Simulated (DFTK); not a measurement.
MgS (Niningerite):

```
S Mg
1.0
     0.00000    2.60165    2.60165
     2.60165    0.00000    2.60165
     2.60165    2.60165    0.00000
S Mg
1 1
Direct
  0.50000 0.50000 0.50000
  0.00000 0.00000 0.00000
```

* Program: DFTK 0.8.2
* Task: single point
* Functional: PBEsol
* Potentials or basis: dojo.nc.sr.pbesol.v0_4_1.standard.upf (PBEsol)
* Cutoff: 1143 eV
* k mesh: 9 × 9 × 9
* Occupations: fermi-dirac, width 0.05 eV
* Spin: no spin polarisation

On this cell: pressure -0.9 GPa; largest force zero by symmetry; band gap on the k mesh 2.83 eV, indirect (least direct gap 3.59 eV).

The same run follows on a disturbed copy (atoms moved at random, drawn with an rms of 0.05 Å):

```
CELL_PARAMETERS angstrom
0.00000 2.60165 2.60165
2.60165 0.00000 2.60165
2.60165 2.60165 0.00000
ATOMIC_POSITIONS crystal
S 0.49923 0.50365 0.50962
Mg 0.01475 0.99180 0.98833
```

Task: What does the disturbed cell give?

Result: The energy moves by +5.6 meV/atom; pressure -0.6 GPa; largest force 0.256 eV/Å; band gap on the k mesh 2.83 eV, indirect (least direct gap 3.59 eV).

Forces on the atoms (eV/Å):
```
S   -0.251 -0.041  0.026
Mg   0.252  0.041 -0.024
```

Stress tensor (GPa, compression positive):
```
-0.04 -0.02  0.01
-0.02 -0.93  0.00
 0.01  0.00 -0.95
```

Caveats: an odd mesh through Γ misses points on the zone boundary, where band edges often lie.
